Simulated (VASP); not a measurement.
Wanted: the native input for a VASP 6.6.1 run.

```yaml
Task: relaxation of cell and atoms
Functional: PBE
Dispersion: D3(BJ)
Potentials_or_basis: VASP PAW PBE potentials, release 64 (Se, Zr_sv)
Cutoff: 600 eV
k_mesh: 9 × 9 × 1
Occupations: gaussian, width 0.03 eV
Spin: no spin polarisation
Further_INCAR_settings: ALGO = Normal; EDIFF = 1e-06; IBRION = 2; EDIFFG = -0.01; NSW = 90; ISIF = 3
```

The structure of ZrSe2 lies in POSCAR:

```
ZrSe2
1.0
    3.7980000000      0.0000000000      0.0000000000
   -1.8990000000      3.2891644800      0.0000000000
    0.0000000000      0.0000000000     21.0960000000
Se Zr
2 1
Direct
    0.6666666700      0.3333333300      0.4266211600
    0.3333333300      0.6666666700      0.5733788400
    0.0000000000      0.0000000000      0.5000000000
```

One way to write it, as run:

INCAR

```
  PREC = Accurate
  ENCUT = 600
  EDIFF = 1E-6
  ISMEAR = 0
  SIGMA = 0.03
  LREAL = F
  LASPH = T
  NELM = 80
  ALGO = Normal
  ISIF = 3
  LWAVE = F
  LCHARG = F
  GGA = PE
  IVDW = 12
  IBRION = 2
  NSW = 90
  EDIFFG = -0.01
  LATTICE_CONSTRAINTS = .TRUE. .TRUE. .FALSE.
```

KPOINTS

```
regular mesh
0
Gamma
  9 9 1
```

Potentials or basis: VASP PAW PBE potentials, release 64 (Se, Zr_sv).

Command:

```console
$ cat potpaw_PBE.64/Se/POTCAR potpaw_PBE.64/Zr_sv/POTCAR > POTCAR
$ mpirun -np 1 vasp_std > vasp.out
```

It gave:

- Relaxed volume: 85.97 Å³/atom
- Relaxed cell: a = 3.757 Å, b = 3.757 Å, c = 21.096 Å, α = 90.00°, β = 90.00°, γ = 120.00°
- Space group after relaxing (to 0.05 Å): P-3m1 (No. 164)
- Energy gained by relaxing: 5.0 meV/atom
- Ionic steps: 7
- Largest force after relaxing: 0.008 eV/Å
- Band gap on the k mesh: 0.41 eV, indirect (least direct gap 1.10 eV)
- Dispersion energy per atom: -0.273 eV

Run time: 7 min on 1 thread of Intel(R) Xeon(R) Platinum 8488C (Sapphire Rapids), with other jobs on the host, peak memory 0.47 GiB.
